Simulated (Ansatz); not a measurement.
TiO2:

```
CELL_PARAMETERS angstrom
2.96826 0.00000 0.00000
0.00021 4.70761 0.00000
1.48357 0.24235 7.08346
ATOMIC_POSITIONS crystal
Ti 0.00337 0.00039 0.00070
Ti 0.34464 0.48026 0.31696
Ti 0.66171 0.52047 0.68450
O 0.44004 0.18544 0.12854
O 0.77793 0.29773 0.45188
O 0.10124 0.30895 0.80624
O 0.90650 0.69184 0.19517
O 0.22941 0.70301 0.54951
O 0.56803 0.81530 0.87283
```

The cell comes from a database or a generator and needn't be the stable form of this composition.

```yaml
Program: Ansatz 0.2.0
Task: relaxation of cell and atoms
Functional: PBE
Potentials_or_basis: Ansatz PAW
Cutoff: "420 eV (not typed: the program's choice for these potentials)"
k_mesh: 9 × 6 × 4
Occupations: fermi-dirac, width 0.05 eV
Spin: no spin polarisation
```

At the start: volume 11.00 Å³/atom.

Question: Where does the relaxation end?

Answer: It ends after 23 steps and the volume is 11.26 Å³/atom (+2.4 %); space group C2 (No. 5, to 0.05 Å).

Step by step:
```
step  energy change (eV)  largest force (eV/Å)  volume (Å³)
   1              0.0000                0.1189        98.98
   2             -0.0141                0.0856       100.49
   3             -0.0139                0.0388       101.00
   4             -0.0139                0.0358       101.05
   5             -0.0141                0.0278       101.06
   6             -0.0143                0.0167       101.05
   7             -0.0144                0.0124       101.04
   8             -0.0145                0.0041       101.04
   9             -0.0145                0.0019       101.03
  10             -0.0145                0.0035       101.04
  11             -0.0145                0.0019       101.04
  12             -0.0145                0.0020       101.04
  13             -0.0145                0.0021       101.04
  14             -0.0145                0.0033       101.03
  15             -0.0145                0.0051       101.03
  16             -0.0145                0.0112       101.04
  17             -0.0144                0.0161       101.07
  18             -0.0151                0.0083       101.17
  19             -0.0150                0.0073       101.18
  20             -0.0264                0.0073       101.18
  21             -0.0257                0.0090       101.37
  22             -0.0258                0.0029       101.36
  23             -0.0266                0.0029       101.36
```

Final structure:
```cif
data_structure
_symmetry_space_group_name_H-M 'P 1'
_symmetry_Int_Tables_number 1
_cell_length_a 2.9788
_cell_length_b 4.7769
_cell_length_c 7.2795
_cell_angle_alpha 88.615
_cell_angle_beta 78.193
_cell_angle_gamma 90.000
_cell_volume 101.36
loop_
_atom_site_label
_atom_site_type_symbol
_atom_site_fract_x
_atom_site_fract_y
_atom_site_fract_z
_atom_site_occupancy
Ti1 Ti 0.97712 0.00038 0.00070 1
Ti2 Ti 0.34624 0.48660 0.31700 1
Ti3 Ti 0.66244 0.51415 0.68440 1
O1 O 0.44429 0.18736 0.12828 1
O2 O 0.78306 0.30229 0.44934 1
O3 O 0.10602 0.30521 0.80479 1
O4 O 0.91010 0.69554 0.19662 1
O5 O 0.23171 0.69846 0.55207 1
O6 O 0.57187 0.81339 0.87313 1
```

Caveat: the plane-wave basis is chosen anew once the cell has moved, so the energies of steps on either side of that aren't comparable; the pressure holds a Pulay correction of +0.7 GPa for the finite cutoff.
